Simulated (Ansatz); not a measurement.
# How Ru stores the work of compression

These are results of DFT PBE, scalar-relativistic, plane waves, PAW in Ansatz, not measurements. Settings: 420 eV cutoff, 18×18×10 k-mesh, Gaussian smearing of 0.10 eV, no spin polarisation.

Starting point, cell and atoms relaxed:

```yaml
crystal:
  lattice:
    - [2.72000, 0.00000, 0.00000]
    - [-1.36000, 2.35559, 0.00000]
    - [0.00000, 0.00000, 4.29677]
  atoms:
    - { symbol: Ru, position: [0.33333, 0.66667, 0.25000] }
    - { symbol: Ru, position: [0.66667, 0.33333, 0.75000] }
```

Cell and atoms were relaxed at each target pressure within the start's symmetry (P6_3/mmc), at zero temperature; other phases can be more stable under pressure. H = E + PV with P the target; E is the free energy at the smearing used, whose derivative the pressure is, per atom and counted from zero pressure.

| P (GPa) | V (Å³/atom) | E − E0 (meV) | H − H0 (meV) |
| --- | --- | --- | --- |
| 0 | 13.765 | 0.0 | 0.0 |
| 3 | 13.637 | 1.2 | 256.5 |
| 8 | 13.436 | 8.0 | 678.9 |
| 15 | 13.181 | 26.2 | 1260.2 |
| 30 | 12.714 | 91.1 | 2471.7 |
| 60 | 11.989 | 291.3 | 4780.9 |

Thermodynamics gives dH/dP = V along a relaxed path. Integrate V over P by the trapezoid rule and compare with the computed enthalpies.

With 1 eV/Å³ = 160.22 GPa, each step adds the mean volume times ΔP / 160.22:
| P (GPa) | ∫V dP (meV) | H − H0 (meV) | difference (meV) |
| --- | --- | --- | --- |
| 3 | 256.5 | 256.5 | 0.0 |
| 8 | 679.0 | 678.9 | 0.1 |
| 15 | 1260.4 | 1260.2 | 0.2 |
| 30 | 2472.6 | 2471.7 | 0.9 |
| 60 | 4785.3 | 4780.9 | 4.4 |

V(P) curves upward, so the trapezoid rule runs high; integrating a smooth curve through the same points puts that excess at about 4.3 meV at 60 GPa, against the 4.4 meV found.

At 60 GPa, how much of the enthalpy change is stored energy and how much is the PV term?

E rises by 291 meV/atom and PV is 60 × 11.989 / 160.22 = 4490 meV/atom, so PV makes 94 % of ΔH. So between rival structures at high pressure a small difference in volume can outweigh the difference in energy: 1 % of this volume is worth 44.9 meV/atom at this pressure.

What bulk modulus do the lowest pressures give, and how is the compression shared among the axes?

From the pressures that the runs reached, -2.99 GPa (13.901 Å³) and 2.98 GPa (13.637 Å³), B = −ΔP/Δln V = 5.97 / 0.0192 = 311 GPa, a mean over that range. The linear compressibilities −Δln(length)/ΔP are 1.13 along a, 1.13 along b, 0.95 along c (in TPa⁻¹). With fixed angles they add up to 1/B: 3.21 against 3.21. Softest: a and b, at 35 % of the volume change per axis.